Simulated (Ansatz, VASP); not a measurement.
# I in VASP and in Ansatz

Contents of INCAR:

```
PREC = Accurate
ENCUT = 520
EDIFF = 1E-7
ISMEAR = -1
SIGMA = 0.05
LREAL = F
LASPH = T
NELM = 100
ALGO = Normal
ISIF = 2
LWAVE = F
LCHARG = F
GGA = CA
NBANDS = 10
```

File KPOINTS:

```
Automatic mesh
0
Gamma
  13 13 13
```

The input POSCAR:

```
I
1.0
    3.0777470704      0.0000000000      0.0000000000
    0.0000000000      3.0777470704      0.0000000000
    0.0000000000      0.0000000000      3.0777470704
I
1
Direct
    0.0000000000      0.0000000000      0.0000000000
```

Input for Ansatz:

```yaml
crystal:
  lattice:
    - [3.0777470704, 0.0, 0.0]
    - [0.0, 3.0777470704, 0.0]
    - [0.0, 0.0, 3.0777470704]
  atoms:
    - { symbol: I, position: [0.0, 0.0, 0.0] }
kpoints:
  mp_grid: { grid: [13, 13, 13] }
scf:
  occupations: { method: fermi_dirac, width: 0.05 }
hamiltonian:
  xc: lda
  pseudopotentials: { kind: paw }
output:
  forces: true
  stress: true
  eigenvalues: true
  populations: true
```

Change from the starting cell: volume scaled by 0.78, PAW files.

Alike in both runs: task single point; functional LDA; k mesh 13 × 13 × 13; occupations fermi-dirac, width 0.05 eV; no spin polarisation.

```csv
,VASP,Ansatz
version,VASP 6.6.1,Ansatz 0.2.0
potentials or method,"VASP PAW LDA potentials, release 64 (I)","PAW with Ansatz's default frozen-core files, scalar-relativistic"
plane-wave cutoff (eV),520,420
valence electrons in the cell,7,17
```

VASP gave:

* pressure (GPa): 15.9

Task: Estimate Ansatz's values.

Result: Pressure (GPa): 15.8.

The two sets of potentials don't hold the same shells in valence.

Caveats: so large a pressure means that the cell lies far from this level's equilibrium, or that cutoff or potentials fall short (VASP); an odd number of electrons without spin polarisation forces a metal; a magnetic or distorted state may lie lower. The runs have no spin-orbit coupling, so splittings on I are missing.
